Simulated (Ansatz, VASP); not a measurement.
## TiO: VASP beside Ansatz

File INCAR:

```
ALGO = Normal
EDIFF = 1E-6
ENCUT = 520
GGA = PS
ISIF = 2
ISMEAR = 0
LASPH = T
LCHARG = F
LREAL = F
LWAVE = F
NBANDS = 16
NELM = 60
PREC = Accurate
SIGMA = 0.15
```

KPOINTS

```
k-points
0
Gamma
  18 18 16
```

File POSCAR:

```
TiO
1.0
    2.8816000000      0.0000000000      0.0000000000
   -1.4408000000      2.4955388035      0.0000000000
    0.0000000000      0.0000000000      2.9055000000
Ti O
1 1
Direct
    0.6666666667      0.3333333333      0.0000000000
    0.0000000000      0.0000000000      0.5000000000
```

Input for Ansatz:

```yaml
crystal:
  lattice:
    - [2.8816, 0.0, 0.0]
    - [-1.4408, 2.4955388035, 0.0]
    - [0.0, 0.0, 2.9055]
  atoms:
    - { symbol: Ti, position: [0.6666666667, 0.3333333333, 0.0] }
    - { symbol: O, position: [0.0, 0.0, 0.5] }
basis:
  ecutwfc: 520.0
kpoints:
  mp_grid: { grid: [18, 18, 16] }
hamiltonian:
  xc: pbesol
  pseudopotentials: { kind: paw, azcp: { folder: soft_1 } }
scf:
  occupations: { method: gaussian, width: 0.15 }
output:
  forces: true
  stress: true
  eigenvalues: true
```

Alike in both runs: task single point; functional PBEsol; k mesh 18 × 18 × 16; occupations gaussian, width 0.15 eV; no spin polarisation.

```csv
,VASP,Ansatz
version,VASP 6.6.1,Ansatz 0.2.0
potentials or method,"VASP PAW PBE potentials, release 64 (Ti_sv, O)","scalar-relativistic, plane waves, PAW"
plane-wave cutoff (eV),520,520
valence electrons in the cell,18,18
```

|  | VASP | Ansatz | Ansatz less VASP |
| --- | --- | --- | --- |
| gap on the k mesh at the Fermi level (eV) | none | none | - |
| pressure (GPa) | -21.0 | -21.6 | -0.53 |
| largest component of the traceless stress (GPa) | 3.13 | 3.21 | +0.079 |

A gap of «none» marks a metal or a gap that the smearing closes. Ansatz warned: «pseudo_functional_mismatch».

Caveats: so large a pressure means that the cell lies far from this level's equilibrium, or that cutoff or potentials fall short (VASP); the potentials were made for another functional, which shifts forces and pressure (VASP); semilocal functionals often make such compounds metallic where correlation or magnetic order opens a gap, which also shifts bond lengths.
